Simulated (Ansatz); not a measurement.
# ZnF2: the cost of one run

Computed with Ansatz 0.2.0 (DFT, PBE, plane-wave PAW, default files, scalar-relativistic, as far as a step names no other, unless a step's input says otherwise).

### Step 1. Starting point

It takes space group P4_2/mnm (No. 136, tetragonal). Conventional cell: a = 4.705 Å, b = 4.705 Å, c = 3.134 Å, α = 90.00°, β = 90.00°, γ = 90.00°. Zn (site symmetry mmm) has 6 F at 2.01 to 2.05 Å as nearest neighbours. F (site symmetry m2m) is surrounded by 3 Zn at 2.01 to 2.05 Å.

Structure file:

```cif
data_structure
_symmetry_space_group_name_H-M 'P4_2/mnm'
_symmetry_Int_Tables_number 136
_cell_length_a 4.7048
_cell_length_b 4.7048
_cell_length_c 3.1338
_cell_angle_alpha 90.000
_cell_angle_beta 90.000
_cell_angle_gamma 90.000
_cell_volume 69.37
loop_
_atom_site_label
_atom_site_type_symbol
_atom_site_symmetry_multiplicity
_atom_site_Wyckoff_symbol
_atom_site_fract_x
_atom_site_fract_y
_atom_site_fract_z
_atom_site_occupancy
Zn1 Zn 2 a 0.00000 0.00000 0.00000 1
F1 F 4 f 0.30240 0.30240 0.00000 1
```

The earlier run gave: gap on the mesh 3.55 eV, largest force 0.019 eV/Å, pressure 5.9 GPa.

Site by site (atoms counted from 1):

```tsv
site	atoms	first shell	V_zz (10²¹ V/m²)	η	C_Q (MHz)
Zn	1, 2	6 F at 2.01–2.05 Å	2.17	0.17	6.39 (⁶⁷Zn)
F	3, 4, 5, 6	3 Zn at 2.01–2.05 Å	-8.99	0.44	–
```

V_zz is the principal component of the electric field gradient with the largest magnitude, η = (V_xx − V_yy)/V_zz and C_Q = eQV_zz/h. Q values from Pyykkö, Mol. Phys. 116, 1328 (2018). A dash under C_Q marks elements without a common quadrupolar isotope.

### Step 2. Trying other settings (scf.convergence.dr2_threshold = 0.0001, basis.ecutwfc = 600 eV, basis.xc_grid = 2)

Contents of input.yaml:

```yaml
crystal:
  lattice:
    - [4.7048, 0.0, 0.0]
    - [0.0, 4.7048, 0.0]
    - [0.0, 0.0, 3.1338]
  atoms:
    - { symbol: Zn, position: [0.0, 0.0, 0.0] }
    - { symbol: Zn, position: [0.5, 0.5, 0.5] }
    - { symbol: F, position: [0.3024, 0.3024, 0.0] }
    - { symbol: F, position: [0.1976, 0.8024, 0.5] }
    - { symbol: F, position: [0.6976, 0.6976, 0.0] }
    - { symbol: F, position: [0.8024, 0.1976, 0.5] }
kpoints:
  mp_grid: { grid: [4, 4, 6] }
scf:
  occupations: { method: fermi_dirac, width: 0.02 }
  convergence: { dr2_threshold: 0.0001 }
hamiltonian:
  xc: pbe
  pseudopotentials: { kind: paw }
output:
  forces: true
  stress: true
  populations: true
  efg: { quadrupole_moments_barn: { Zn: 0.122 }, contact_densities: true }
basis:
  ecutwfc: "600 eV"
  xc_grid: 2
```

Run with:

```sh
> ansatz run input.yaml --threads 1 --pin off --max-ram 3072MiB --backend cpu --events-out ev --progress --plain --runs-dir out
```

Q: Estimate wall time and peak memory on 1 thread of Arm Neoverse V1, shared host.

About 8.2 s, with a peak of 0.42 GiB.
